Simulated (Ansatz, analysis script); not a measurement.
# Free-standing square V monolayer, spacing 3.216 Å: E(q) by the generalised Bloch theorem, part 2 of 2

Spirals are solved in the crystal's own cell at each q. What do they say of the order in a free-standing square V monolayer, spacing 3.216 Å?

Ansatz 0.2.0; LDA, PAW set soft_1 (files made for PBE).

So far. Step 4 (q = (0, 0, 0)): The largest moment is 3.31 μB, against 3.31 μB in the collinear run. Step 5 (q = (0, 0.25, 0)): The energy of the cell lies 21.9 meV below that at q = 0, and the largest moment is 3.25 μB against 3.31 μB.

## (6) q = (0, 0.5, 0)

Level of this step: Ansatz DFT, spin spiral by the generalised Bloch theorem, no spin-orbit coupling; LDA, PAW set soft_1; PAW set soft_1 (Ansatz).

input.yaml

```yaml
crystal:
  lattice:
    - [3.216, 0.0, 0.0]
    - [0.0, 3.216, 0.0]
    - [0.0, 0.0, 14.0]
  atoms:
    - { symbol: V, position: [0.0, 0.0, 0.5], spin: 3.31, spin_axis: [1.0, 0.0, 0.0] }
kpoints:
  mp_grid: { grid: [16, 16, 1] }
hamiltonian:
  xc: lda
  pseudopotentials: { kind: paw, azcp: { folder: soft_1 }, xc_functional: pbe }
scf:
  occupations: { method: fermi_dirac, width: 0.05 }
  max_iter: 120
  convergence: { dr2_threshold: 1.0e-08 }
  lower_state_search: "off"
basis:
  ecutwfc: 420.0
magnetization:
  noncollinear: true
  spin_spiral: { q: [0.0, 0.5, 0.0] }
checkpoint:
  read: start
```

Command:

```console
> ansatz run input.yaml --threads 1 --pin off --max-ram 2048MiB --backend cpu --events-out ev --progress --plain --runs-dir out
```

Numbers of over 12 decimals in the logs are rounded to 6 here.

Output:

```text
[...]
Crystal: 1 atoms, lattice volume = 144.797 Å³
Basis set: ecut = 420 eV, 2823 PW (Γ)
Bands: 22, of which v1, the nominal top of the filled ones, is band 13 counted from 1 (12 counted from 0)
Symmetry: 4 space group operations
k-points: 81 of 256
[...]
SCF iter   9: F=-2856.070621 eV  HF=-2856.070621 eV  |F-HF|=1.94e-10  |Δ(HF+E_count)|=   1.28e-8  Δρ=2.21e-6  dr2=2.34e-9  dr2_m=1.90e-9  ethr=7.69e-11  |M|=3.23e0 ∫|m|=3.64e0 μB  |m|>n=1.1e-2 m-floor=0.0e0 τ_xc=4.2e-17  ⟨swp⟩=2.0  Hψ=4622  notcnv=0
SCF 1 converged in 9 iterations: F = -2856.070621 eV  dr2 = 2.34e-9
[...]
SCF converged after 9 iterations
Magnetization: |M| = 3.2284 μB,  M = (+3.2284, +0.0000, +0.0000) μB
Absolute magnetization: 3.6368 μB (∫|m|, with the PAW one-centre terms)
  site 0: m = (+3.1781, +0.0000, +0.0000) μB, |m| = 3.1781 μB  (R = 1.33 Å)
Free energy (F): -2856.070621 eV
[...]
Internal energy: -2856.028381 eV  (E = F + TS)
E sigma→0 (E₀):  -2856.049501 eV
Entropy (-TS):   -0.042240 eV (-42.240 meV/atom)
Fermi energy:    -2.134337 eV
[...]
```

Run time: 35 s. Hardware: 1 thread of Arm Neoverse V2, shared host; peak memory 0.85 GiB.

The energy of the cell lies 27.0 meV below that at q = 0, and the largest moment is 3.18 μB against 3.31 μB.

## (7) q = (0.25, 0.5, 0)

input.yaml: that of step 6 with these lines changed.

```diff
@@ -21,3 +21,3 @@
   noncollinear: true
-  spin_spiral: { q: [0.0, 0.5, 0.0] }
+  spin_spiral: { q: [0.25, 0.5, 0.0] }
 checkpoint:
```

Output:

```text
[...]
Crystal: 1 atoms, lattice volume = 144.797 Å³
Basis set: ecut = 420 eV, 2823 PW (Γ)
Bands: 22, of which v1, the nominal top of the filled ones, is band 13 counted from 1 (12 counted from 0)
Symmetry: 2 space group operations
k-points: 130 of 256
[...]
SCF iter  10: F=-2856.016649 eV  HF=-2856.016649 eV  |F-HF|=8.55e-10  |Δ(HF+E_count)|=   7.43e-9  Δρ=1.39e-6  dr2=1.14e-9  dr2_m=4.83e-10  ethr=7.41e-11  |M|=3.06e0 ∫|m|=3.49e0 μB  |m|>n=1.0e-2 m-floor=0.0e0 τ_xc=3.9e-17  ⟨swp⟩=2.0  Hψ=5104  notcnv=0
SCF 1 converged in 10 iterations: F = -2856.016649 eV  dr2 = 1.14e-9
[...]
SCF converged after 10 iterations
Magnetization: |M| = 3.0595 μB,  M = (+3.0595, -0.0000, +0.0000) μB
Absolute magnetization: 3.4900 μB (∫|m|, with the PAW one-centre terms)
  site 0: m = (+3.0768, -0.0000, +0.0000) μB, |m| = 3.0768 μB  (R = 1.33 Å)
Free energy (F): -2856.016649 eV
[...]
Internal energy: -2855.966649 eV  (E = F + TS)
E sigma→0 (E₀):  -2855.991649 eV
Entropy (-TS):   -0.050000 eV (-50.000 meV/atom)
Fermi energy:    -2.155040 eV
[...]
```

The job ended after 62 s (1 thread; peak memory 1.1 GiB).

The energy of the cell lies 26.9 meV above that at q = 0, and the largest moment is 3.08 μB against 3.31 μB.

## (8) q = (0.5, 0.5, 0)

input.yaml: that of step 7 with these lines changed.

```diff
@@ -21,3 +21,3 @@
   noncollinear: true
-  spin_spiral: { q: [0.25, 0.5, 0.0] }
+  spin_spiral: { q: [0.5, 0.5, 0.0] }
 checkpoint:
```

Output:

```text
[...]
Crystal: 1 atoms, lattice volume = 144.797 Å³
Basis set: ecut = 420 eV, 2823 PW (Γ)
Bands: 22, of which v1, the nominal top of the filled ones, is band 13 counted from 1 (12 counted from 0)
Symmetry: 4 space group operations
k-points: 73 of 256
[...]
Magnetization: |M| = 2.5839 μB,  M = (+2.5839, +0.0000, +0.0000) μB
Absolute magnetization: 3.2062 μB (∫|m|, with the PAW one-centre terms)
  site 0: m = (+2.9518, +0.0000, +0.0000) μB, |m| = 2.9518 μB  (R = 1.33 Å)
Free energy (F): -2855.919658 eV
[...]
Internal energy: -2855.848294 eV  (E = F + TS)
E sigma→0 (E₀):  -2855.883976 eV
Entropy (-TS):   -0.071364 eV (-71.364 meV/atom)
Fermi energy:    -2.136657 eV
[...]
[key lines of the parts left out:]
SCF converged after 12 iterations
```

Elapsed: 44 s, on 1 thread; peak memory 0.83 GiB.

The energy of the cell lies 124 meV above that at q = 0, and the largest moment is 2.95 μB against 3.31 μB.

The other 2 runs of this kind were made alike; their results stand in the table below.

## (9) E(q)

```tsv
q (reciprocal lattice)	path length (1/Å)	E(q) − E(0) (meV a magnetic atom)	|m| V no. 1 (μB)
(0, 0, 0)	0.000	0.00	3.31
(0, 0.25, 0)	0.488	-21.86	3.25
(0, 0.5, 0)	0.977	-27.03	3.18
(0.25, 0.5, 0)	1.465	26.94	3.08
(0.5, 0.5, 0)	1.954	123.93	2.95
(0.375, 0.375, 0)	2.299	63.94	3.03
(0.125, 0.125, 0)	2.990	-15.60	3.28
(0, 0, 0)	3.335	0.00	3.31
```

## (10) Exchange couplings from E(q)

For rigid moments E(q) is a sum of cosines over neighbour shells, so a fit gives the couplings, and from them an ordering temperature.

E = −Σ J e·e over ordered pairs (each pair twice, J > 0 for parallel moments) is fitted to 6 points (copies by symmetry counted).

The fitted shells:

```tsv
pair	distance (Å)	neighbours a magnetic atom	J (meV)
V-V	3.216	4	14.93
V-V	4.548	4	-10.84
V-V	6.432	4	-3.461
```

This step gave:

| Item | Value |
| --- | --- |
| r.m.s. miss of the fit | 3.912 meV |
| ordering temperature, mean field | 256.5 K |
| wavevector of the mean-field order | -0.3333, 0, 0 reciprocal lattice |

## (11) What came out

- lowest point of the path: q = (0, 0.5, 0), -27.0 meV a magnetic atom from q = 0
- highest point: 124 meV a magnetic atom
- J of the nearest shell: 14.9 meV
- mean-field temperature: 257 K

**Reading.** The state at q = (0, 0.5, 0) lies 27.0 meV a magnetic atom below the ferromagnetic start, so that start is not the lowest state; a flat spiral with q made of halves, on one magnetic atom a cell, is a collinear order of a doubled cell. The fitted model orders at q = (-0.333, 0, 0), a point that was not run, and the fit puts it within its error of the path's lowest. The moments change by at most 11 % from their size at q = 0, a modest change. The fit misses by 2.6 % of the energy range, so the shells describe the path well, though few points can't fix distant couplings. In a sheet or chain isotropic couplings alone give no order above 0 K (Mermin and Wagner), so the mean-field number is only an energy scale. The temperatures are those of classical unit spins, and mean field runs high. The 7 spiral runs took 4 min of wall time, added up. Energies are free energies at a smearing of 0.05 eV, and with partly filled levels differences shift, at times strongly, as the smearing goes to zero. The cell was taken as built, with atoms unrelaxed. In doubt: the program's search for lower states was switched off, so a lower magnetic state than those reached may exist.

[Logs and program files are shortened in this print: banners, set-up blocks, solver, clock and traceback lines can be left out without a mark of their own.]

[Logs are printed without paths, hosts, clocks, repeated set-up lines and the standing remarks that a program may print on its own settings, such as how far it seeks lower states.]

[Hosts, paths, dates, database ids (printed as entryN), source tags and the programs' standing remarks are cut or masked in the printed files.]
